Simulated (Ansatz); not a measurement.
## Sb2Te3: pressure series

The parent structure is Sb2Te3 in the Bi2Te3 type structure (space group R-3m, No. 166; a = 4.276 Å, c = 29.825 Å (hexagonal axes)).

Cell and atoms are relaxed at each pressure.

Level of theory: Kohn–Sham DFT with the PBE-D3(BJ) functional, run in Ansatz (a program for electronic structure) with PAW and 420 eV plane waves, no SOC.

Notes on the quantities. enthalpy: H = E + PV relative to the base's energy.

```tsv
variant	lattice parameter a	enthalpy	c/a ratio
base	427.6 pm	–	6.975
pressure −1 GPa	430.5 pm	-0.20 eV/atom	7.035
pressure 1.5 GPa	423.5 pm	+0.29 eV/atom	6.945
pressure 3 GPa	419.7 pm	+0.57 eV/atom	6.946
pressure 5 GPa	414.8 pm	+0.94 eV/atom	6.972
pressure 7.5 GPa	407.3 pm	+1.38 eV/atom	7.097
pressure 10 GPa	398.9 pm	+1.80 eV/atom	7.302
```

A case with no gap was solved on a k-mesh chosen for an insulator, which is coarse for it. Load acts through the strain it causes; cell and atoms are relaxed under it. Stability against distortions was not tested. No other phases were tried under pressure. The final runs are not spin-polarised.
